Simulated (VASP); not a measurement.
# Pb (P-1) in VASP: notebook

The runs below take Pb through relaxation of cell and atoms, with PBE, r2SCAN.

All numbers are computed with VASP 6.6.1; they aren't measurements. Logs are shortened: lines on timing, memory, paths and dates and some standing lists are left out, and cuts for length are marked.

### 1 The cell of the first run

The typed cell holds 1 atom: a = 3.476 Å, b = 3.523 Å, c = 3.499 Å, α = 59.64°, β = 59.57°, γ = 60.06°.

### 2 Relaxation of cell and atoms, PBE (cell sheared at random, sigma 0.01, atoms nudged by 0.01 Å)

The input, INCAR:

```
PREC = Accurate
ENCUT = 600
EDIFF = 1E-6
ISMEAR = 1
SIGMA = 0.1
LREAL = False
LASPH = True
NELM = 100
ALGO = Normal
ISIF = 3
LWAVE = False
LCHARG = False
GGA = PE
IBRION = 2
NSW = 60
EDIFFG = -0.01
```

The input, KPOINTS:

```
Automatic mesh
0
Gamma
  9 9 9
```

The input, POSCAR:

```
Pb
1.0
    0.0193336300      2.4628699300      2.4528113600
    2.5028571400     -0.0067465600      2.4788915500
    2.4813249000      2.4674178800      0.0147856800
Pb
1
Direct
    0.0000000000      0.0000000000      0.0000000000
```

Potentials or basis: VASP PAW PBE potentials, release 64 (Pb_d).

Started as:

```console
$ cat potpaw_PBE.64/Pb_d/POTCAR > POTCAR
$ mpirun -np 1 vasp_std > vasp.out
```

OUTCAR:

```text
PREC = Accurate
   ENCUT = 600
   EDIFF = 1E-6
   ISMEAR = 1
   LREAL = False
   LASPH = True
   NELM = 100
   ISIF = 3
   GGA = PE
   IBRION = 2
   NSW = 60
   EDIFFG = -0.01

 ion  position               nearest neighbor table
   1  0.000  0.000  0.000-

  LATTYP: Found a triclinic cell.
 ALAT       =     6.0759608958
 B/A-ratio  =     0.5747170059
 C/A-ratio  =     0.5720860747
 COS(alpha) =     0.0040486270
 COS(beta)  =     0.2850159522
 COS(gamma) =     0.8682541366

  Lattice vectors:

 A1 = (   2.5050557500,  -4.9437809300,   2.4901860600)
 A2 = (   0.0215322400,  -2.4741644400,   2.4641058700)
 A3 = (  -0.0193336300,  -2.4628699300,  -2.4528113600)

Analysis of symmetry for initial positions (statically):
=====================================================================
 Subroutine PRICEL returns:
 Original cell was already a primitive cell.

 Routine SETGRP: Setting up the symmetry group for a
 triclinic supercell.

 Subroutine GETGRP returns: Found  2 space group operations
 (whereof  2 operations were pure point group operations)
 out of a pool of  2 trial point group operations.

The static configuration has the point symmetry S_2 .

Analysis of symmetry for dynamics (positions and initial velocities):
=====================================================================
 Subroutine PRICEL returns:
 Original cell was already a primitive cell.

 Routine SETGRP: Setting up the symmetry group for a
 triclinic supercell.

 Subroutine GETGRP returns: Found  2 space group operations
 (whereof  2 operations were pure point group operations)
 out of a pool of  2 trial point group operations.

The dynamic configuration has the point symmetry S_2 .

 Subroutine INISYM returns: Found  2 space group operations
 (whereof  2 operations are pure point group operations),
 and found     1 'primitive' translations

----------------------------------------------------------------------------------------

                                     Primitive cell

  volume of cell :      30.1282

  direct lattice vectors                    reciprocal lattice vectors
     0.019333630  2.462869930  2.452811360    -0.203017904  0.202930537  0.205532950
     2.502857140 -0.006746560  2.478891550     0.199670019 -0.202001412  0.201255941
     2.481324900  2.467417880  0.014785680     0.203189651  0.202173159 -0.204603826

  length of vectors
     3.475972619  3.522675503  3.499334633     0.353045133  0.348104354  0.352168633

  position of ions in fractional coordinates (direct lattice)
     0.000000000  0.000000000  0.000000000

  ion indices of the primitive-cell ions
   primitive index   ion index
                 1           1

----------------------------------------------------------------------------------------

 KPOINTS: Automatic mesh

Automatic generation of k-mesh.
 Grid dimensions read from file:
 generate k-points for:    9    9    9

 Generating k-lattice:

  Cartesian coordinates                     Fractional coordinates (reciprocal lattice)
    -0.022557545  0.022547837  0.022836994     0.111111111  0.000000000 -0.000000000
     0.022185558 -0.022444601  0.022361771    -0.000000000  0.111111111 -0.000000000
     0.022576628  0.022463684 -0.022733758     0.000000000 -0.000000000  0.111111111

  Length of vectors
     0.039227237  0.038678262  0.039129848

  Shift w.r.t. Gamma in fractional coordinates (k-lattice)
     0.000000000  0.000000000  0.000000000

 Subroutine IBZKPT returns following result:
 ===========================================

 Found    365 irreducible k-points:

 Following reciprocal coordinates:
            Coordinates               Weight
  0.000000  0.000000  0.000000      1.000000
  0.111111  0.000000  0.000000      2.000000
  0.222222 -0.000000 -0.000000      2.000000
  0.333333 -0.000000 -0.000000      2.000000
  0.444444 -0.000000 -0.000000      2.000000
  0.000000  0.111111 -0.000000      2.000000
[... 16 lines left out ...]
 -0.111111  0.222222 -0.000000      2.000000
  0.000000  0.333333 -0.000000      2.000000
 [... further k-points ...]
   k-points           NKPTS =    365   k-points in BZ     NKDIM =    365   number of bands    NBANDS=     11
   number of dos      NEDOS =    301   number of ions     NIONS =      1
   total plane-waves  NPLWV =  21952
   dimension x,y,z NGX =    28 NGY =   28 NGZ =   28
   dimension x,y,z NGXF=    56 NGYF=   56 NGZF=   56
   ions per type =               1
   NGX,Y,Z   is equivalent  to a cutoff of  13.39, 13.21, 13.30 a.u.
   NGXF,Y,Z  is equivalent  to a cutoff of  26.78, 26.43, 26.60 a.u.
 SYSTEM =  unknown system
   PREC   = accura    normal or accurate (medium, high low for compatibility)
   ISTART =      0    job   : 0-new  1-cont  2-samecut
   ICHARG =      2    charge: 1-file 2-atom 10-const
   ISPIN  =      1    spin polarized calculation?
   LNONCOLLINEAR =      F non collinear calculations
   LSORBIT =      F    spin-orbit coupling
   LASPH  =      T    aspherical Exc in radial PAW
   ENCUT  =  600.0 eV  44.10 Ry    6.64 a.u.   6.94  7.04  6.99*2*pi/ulx,y,z
   NELM   =    100;   NELMIN=  2; NELMDL= -5     # of ELM steps
   EDIFF  = 0.1E-05   stopping-criterion for ELM
   LREAL  =      F    real-space projection
   EDIFFG = -.1E-01   stopping-criterion for IOM
   NSW    =     60    number of steps for IOM
   IBRION =      2    ionic relax: 0-MD 1-quasi-New 2-CG
   NFREE  =      1    steps in history (QN), initial steepest desc. (CG)
   ISIF   =      3    stress and relaxation
   ISYM   =      2    0-nonsym 1-usesym 2-fastsym
   POTIM  = 0.5000    time-step for ionic-motion
   TEBEG  =    0.0;   TEEND  =   0.0 temperature during run
   PSTRESS=    0.0 pullay stress
   NELECT =      14.0000    total number of electrons
   NUPDOWN=      -1.0000    fix difference up-down
   EMIN   =  10.00;   EMAX   =-10.00  energy-range for DOS
   EFERMI =   0.00;   METHOD = LEGACY
   ISMEAR =     1;   SIGMA  =   0.10  broadening in eV -4-tet -1-fermi 0-gaus
   EFERMI_NEDOS =   21; number of points for ismear=-14 and -15
   IALGO  =     38    algorithm
   IMIX   =      4    mixing-type and parameters
     AMIX     =   0.40;   BMIX     =  1.00
     AMIX_MAG =   1.60;   BMIX_MAG =  1.00
  volume/ion in A,a.u.               =      30.13       203.32
  Fermi-wavevector in a.u.,A,eV,Ry     =   1.268021  2.396213 21.876505  1.607878
  Thomas-Fermi vector in A             =   2.401138
   LORBIT       =      0    0 simple, 1 ext, 2 COOP (PROOUT), +10 PAW based schemes
   GGA     = PE    functional components
   LHFCALC =     F    Hartree Fock is set to
   AEXX    =    0.0000 exact exchange contribution
   IVDW    =     0    specifies the selected vdW correction
   LEPSILON=     F    determine dielectric tensor
   LRPA    =     F    only Hartree local field effects (RPA)
 conjugate gradient relaxation of ions
 non-spin polarized calculation
 Methfessel and Paxton  Order N= 1 SIGMA  =   0.10
  energy-cutoff  :      600.00
  volume of cell :       30.13
 maximum number of plane-waves:      1020
   NGX = 13   NGY = 15   NGZ = 13

--------------------------------------- Ionic step        1  -------------------------------------------

 number of electron      13.9999999 magnetization

 Free energy of the ion-electron system (eV)
  ---------------------------------------------------
  ext. energy  EPLUGINS =         0.00000000
  ---------------------------------------------------
  free energy    TOTEN  =        -3.56473624 eV

  energy without entropy =       -3.56448733  energy(sigma->0) =       -3.56465327

 E-fermi :   7.2090     XC(G=0): -10.2166

 val. band max:        7.1926806269   @ k =   0.2222  -0.4444   0.3333
 cond. band min:       7.2125956842   @ k =  -0.4444   0.2222   0.3333
 fundamental gap:      0.0199150573
 Fermi energy:         7.2090054740

 k-point     1 :       0.0000    0.0000    0.0000
  band No.  band energies     occupation
      1      -9.7385      2.00000
      2      -9.7276      2.00000
      3      -9.7151      2.00000
      4      -9.5870      2.00000
      5      -9.5797      2.00000
      6      -4.4459      2.00000
      7      14.6230      0.00000
      8      14.8156      0.00000
      9      15.0146      0.00000
     10      17.1406      0.00000
     11      18.7259      0.00000
[... 309 lines left out ...]
 k-point    24 :       0.0000    0.3333   -0.0000
  band No.  band energies     occupation
      1      -9.7489      2.00000
      2      -9.7100      2.00000
      3      -9.6923      2.00000
      4      -9.5042      2.00000
      5      -9.4979      2.00000
      6      -2.3803      2.00000
      7       5.7236      2.00000
      8      13.3957      0.00000
      9      13.5480      0.00000
     10      16.4251      0.00000
     11      18.0206      0.00000

 [... further k-points ...]

------------------------ aborting loop because EDIFF is reached ----------------------------------------

  FORCE on cell =-STRESS in cart. coord.  units (eV):
  Direction    XX          YY          ZZ          XY          YZ          ZX
  --------------------------------------------------------------------------------------
  -------------------------------------------------------------------------------------
  Total        0.4668591      0.4897084      0.5047851      0.0075219      0.0324735     -0.1152592
  in kB       24.8269535     26.0420503     26.8438074      0.4000048      1.7268976     -6.1293341
  external PRESSURE =      25.9042704 kB  Pullay stress =       0.0000000 kB
[... 195 lines left out ...]
  energy  without entropy=       -3.5781022023  energy(sigma->0) =       -3.57857842

--------------------------------------- Ionic step        7  -------------------------------------------

 number of electron      14.0000003 magnetization

 Free energy of the ion-electron system (eV)
  ---------------------------------------------------
  ext. energy  EPLUGINS =         0.00000000
  ---------------------------------------------------
  free energy    TOTEN  =        -3.57881761 eV

  energy without entropy =       -3.57810420  energy(sigma->0) =       -3.57857980

 E-fermi :   6.6089     XC(G=0):  -9.9472

 val. band max:        6.6077766756   @ k =  -0.1111  -0.3333   0.2222
 cond. band min:       6.6193387297   @ k =  -0.4444   0.2222   0.3333
 fundamental gap:      0.0115620541
 Fermi energy:         6.6089053764

 k-point     1 :       0.0000    0.0000    0.0000
  band No.  band energies     occupation
      1     -10.3164      2.00000
      2     -10.3106      2.00000
      3     -10.3060      2.00000
      4     -10.1934      2.00000
      5     -10.1890      2.00000
      6      -4.6930      2.00000
      7      13.7499      0.00000
      8      13.7576      0.00000
      9      13.7664      0.00000
     10      16.4597      0.00000
     11      17.4350      0.00000
[... 309 lines left out ...]
 k-point    24 :       0.0000    0.3333   -0.0000
  band No.  band energies     occupation
      1     -10.3213      2.00000
      2     -10.2908      2.00000
      3     -10.2854      2.00000
      4     -10.1211      2.00000
      5     -10.1197      2.00000
      6      -2.7315      2.00000
      7       5.2412      2.00000
      8      12.3486      0.00000
      9      12.4308      0.00000
     10      15.4256      0.00000
     11      17.0585      0.00000

 [... further k-points ...]

------------------------ aborting loop because EDIFF is reached ----------------------------------------

  FORCE on cell =-STRESS in cart. coord.  units (eV):
  Direction    XX          YY          ZZ          XY          YZ          ZX
  --------------------------------------------------------------------------------------
  -------------------------------------------------------------------------------------
  Total       -0.0039819     -0.0023027     -0.0013039     -0.0005982     -0.0007196      0.0038212
  in kB       -0.2000944     -0.1157103     -0.0655244     -0.0300625     -0.0361598      0.1920172
  external PRESSURE =      -0.1271097 kB  Pullay stress =       0.0000000 kB
[... 16 lines left out ...]
  FREE ENERGIE OF THE ION-ELECTRON SYSTEM (eV)
  ---------------------------------------------------
  free  energy   TOTEN  =        -3.5788176052 eV

  energy  without entropy=       -3.5781042016  energy(sigma->0) =       -3.57857980

 reached required accuracy - stopping structural energy minimisation
```

Wall time 6.2 min (1 thread of Intel Xeon Platinum 8259CL at 2.50GHz (Skylake/Cascade Lake), shared host); peak memory 0.28 GiB.

Results:

- Free energy: -3.5788 eV
- Relaxed volume: 31.88 Å³/atom
- Relaxed cell: a = 3.552 Å, b = 3.559 Å, c = 3.566 Å, α = 59.80°, β = 60.02°, γ = 60.19°
- Space group after relaxing (to 0.05 Å): Fm-3m (No. 225)
- Energy gained by relaxing: 14.1 meV/atom
- Ionic steps: 7
- Pressure after relaxing: 0.0 GPa
- Band gap on the k mesh: none (metal or under the smearing width)

Step by step:
```tsv
step	energy change (eV)	largest force (eV/Å)	pressure (GPa)	volume (Å³)
1	0.0000	0.0000	2.59	30.13
2	-0.0133	0.0000	-0.52	32.30
3	-0.0139	0.0000	-0.02	31.89
4	-0.0139	0.0000	-0.06	31.92
5	-0.0140	0.0000	-0.07	31.90
6	-0.0141	0.0000	-0.04	31.88
7	-0.0141	0.0000	-0.01	31.88
```

Final structure:
```yaml
crystal:
  lattice:
    - [-0.00032, 2.51623, 2.50745]
    - [2.52643, 0.00018, 2.50678]
    - [2.52697, 2.51628, -0.00051]
  atoms:
    - { symbol: Pb, position: [0.00000, 0.00000, 0.00000] }
```

Spin-orbit coupling is left out, which matters for the levels of Pb. Zero-point motion and thermal expansion aren't in these numbers.

### 3 Relaxation of cell and atoms, r2SCAN (cell sheared at random, sigma 0.01, atoms nudged by 0.01 Å)

The input, INCAR:

```
SYSTEM = Pb
PREC     = Accurate       ! precision mode
ENCUT    = 600            ! plane-wave cutoff, eV
EDIFF    = 1E-6           ! SCF threshold, eV
ISMEAR   = 1              ! smearing method
SIGMA    = 0.1            ! smearing width, eV
LREAL    = .False.        ! projectors in reciprocal space
LASPH    = .True.         ! aspherical terms in the spheres
NELM     = 60             ! most SCF steps
ALGO     = Normal         ! electronic algorithm
ISIF     = 3              ! what is computed and relaxed
LWAVE    = .False.        ! write WAVECAR
LCHARG   = .False.        ! write CHGCAR
METAGGA  = R2SCAN         ! meta-GGA
LMIXTAU  = .True.       
IBRION   = 2              ! ionic algorithm
NSW      = 40             ! ionic steps
EDIFFG   = -0.02          ! ionic threshold
```

The input, KPOINTS:

```
regular mesh
0
Gamma
  7 7 7
  0 0 0
```

POSCAR is that of step 2.

Potentials or basis: VASP PAW PBE potentials, release 64 (Pb_d).

Started as:

```console
$ cat potpaw_PBE.64/Pb_d/POTCAR > POTCAR
$ mpirun -np 1 vasp_std > vasp.out
```

Run time: 14 min. Hardware: 1 thread of Intel Xeon Platinum 8488C (Sapphire Rapids), shared host; peak memory 0.23 GiB.

It converged, with:

```yaml
Free_energy: -56.2913 eV
Relaxed_volume: 31.49 Å³/atom
Relaxed_cell: a = 3.531 Å, b = 3.534 Å, c = 3.570 Å, α = 59.63°, β = 59.69°, γ = 60.66°
Space_group_after_relaxing_to_0.05_Å: I4/mmm (No. 139)
Energy_gained_by_relaxing: 10.4 meV/atom
Ionic_steps: 9
Pressure_after_relaxing: 0.0 GPa
Band_gap_on_the_k_mesh: none (metal or under the smearing width)
```

The path:
```csv
step,energy change (eV),largest force (eV/Å),pressure (GPa),volume (Å³)
1,0.0000,0.0000,2.10,30.13
2,-0.0089,0.0000,-0.50,31.89
3,-0.0094,0.0000,-0.05,31.55
4,-0.0100,0.0000,-0.07,31.55
5,-0.0097,0.0000,-0.06,31.57
6,-0.0103,0.0000,-0.07,31.56
7,-0.0103,0.0000,-0.07,31.56
8,-0.0103,0.0000,-0.07,31.56
9,-0.0104,0.0000,0.05,31.49
```

Final structure:
```
Pb
1.0
     0.00073    2.52152    2.47235
     2.52522    0.00034    2.47230
     2.52576    2.52247   -0.00051
Pb
1
Direct
  0.00000 0.00000 0.00000
```

Levels at points of the mesh, in eV from the Fermi level:
| k point | band 5 | band 6 | band 7 | band 8 | band 9 | band 10 |
| --- | --- | --- | --- | --- | --- | --- |
| (0.00, 0.00, 0.00) | -17.49 | -11.98 | 7.45 | 7.48 | 7.49 | 10.45 |

Caveat: the PAW data sets were made with another functional, which shifts forces and pressure a little.
